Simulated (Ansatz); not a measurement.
Computed with DFT PBE, scalar-relativistic, plane waves, PAW (Ansatz 0.2.0). Settings: cutoff 420 eV, Γ-centred meshes spaced at most about 0.3 Å⁻¹, and about 0.25 Å⁻¹ or finer for metals (2π included), Gaussian smearing. No spin polarisation.

Temperature and zero-point effects are left out.

Problem. Order these relaxed structures of Mg3Sn2N2 by energy, lowest first, with the energy over the lowest of them.
A.

```
Mg Sn N
1.0
     3.57877    0.00000    0.00000
    -1.78938    3.09930    0.00000
     0.00000    0.00000   11.43832
Mg Sn N
3 2 2
Cartesian
  0.0000 2.0662 6.6877
  1.7894 1.0331 4.7506
  0.0000 0.0000 0.0000
  1.7894 1.0331 9.1100
  0.0000 2.0662 2.3284
  0.0000 2.0662 4.4509
  1.7894 1.0331 6.9874
```

B.

```
Mg Sn N
1.0
     3.32126    0.00000    0.00000
    -1.66063    2.87630    0.00000
     0.00000    0.00000   12.61874
Mg Sn N
3 2 2
Direct
  0.00000 0.00000 0.00000
  0.66667 0.33333 0.16498
  0.33333 0.66667 0.83501
  0.33333 0.66667 0.38632
  0.66667 0.33333 0.61368
  0.33333 0.66667 0.10657
  0.66667 0.33333 0.89343
```

Solution. B (0 meV/atom), A (65 meV/atom). Forms: B P-3m1; A P-3m1. Counting Mg or Sn atoms around N (for each partner element, those within 1.25 times its shortest distance or 1.15 times the sum of covalent radii, where it is the nearest in units of that sum or under 1.3; a plus sign parts groups by distance over the sum of covalent radii): B has N 3+3; A has N 5. Both come from invented guesses.

Cells relaxed within their symmetry can be saddle points. Some candidate types were left out of the draw beforehand, so a known form may be missing.
